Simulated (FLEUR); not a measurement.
The system is V.

```
V
1.0
     2.60429    0.00000    0.00000
    -1.30215    2.25538    0.00000
     0.00000    0.00000    4.72334
V
2
Direct
  0.33333 0.66667 0.25000
  0.66667 0.33333 0.75000
```

This isn't the form of V at room conditions, which is bcc.

Base run:

```yaml
Program: FLEUR MaX-R8.1 (later development tree)
Functional: LDA
Potentials_or_basis: all-electron
Basis: FLAPW
Kmax: 4.34 1/bohr
k_mesh: 10 × 10 × 5
Occupations: fermi-dirac, width 0.05 eV
Spin: collinear spin, ferromagnetic start
Starting_moments: "[2.0, 2.0] μB"
Hubbard_terms: V d U = 0.0 eV
```

Its results: band gap on the k mesh none (metal or under the smearing width); net moment 0.00 μB per cell.

Problem. The run is repeated on the same cell with these changes: hubbard terms from V d U = 0.0 eV to V d U = 4 eV. What comes out?

Solution. Band gap on the k mesh none (metal or under the smearing width); net moment 1.90 μB per cell; site moments V +0.82 μB.

Caveats: the U is typed as a test and isn't derived for this compound.

Not every run made on this cell is shown here.
